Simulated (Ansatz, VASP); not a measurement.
## Two plane-wave programs on C

```
CELL_PARAMETERS angstrom
2.46497 0.00000 0.00000
-1.23249 2.13473 0.00000
0.00000 0.00000 6.74417
ATOMIC_POSITIONS crystal
C 0.00000 0.00000 0.25000
C 0.00000 0.00000 0.75000
C 0.33333 0.66667 0.25000
C 0.66667 0.33333 0.75000
```

Alike in both runs: functional PBE; dispersion D3(BJ); k mesh 21 × 21 × 6; occupations gaussian, width 0.1 eV; no spin polarisation.

Ansatz relaxed the structure, and its values are those at the end. VASP's run is a single point on that final structure, the one shown.

|  | VASP | Ansatz |
| --- | --- | --- |
| version | VASP 6.6.1 | Ansatz 0.2.0 |
| potentials or method | VASP PAW PBE potentials, release 64 (C) | scalar-relativistic, plane waves, PAW |
| plane-wave cutoff (eV) | 520 | 420 |
| valence electrons in the cell | 16 | 16 |

|  | VASP | Ansatz | Ansatz less VASP |
| --- | --- | --- | --- |
| gap on the k mesh at the Fermi level (eV) | none | none | - |
| pressure (GPa) | 0.4 | 0.0 | -0.44 |

A gap of «none» marks a metal or a gap that the smearing closes.
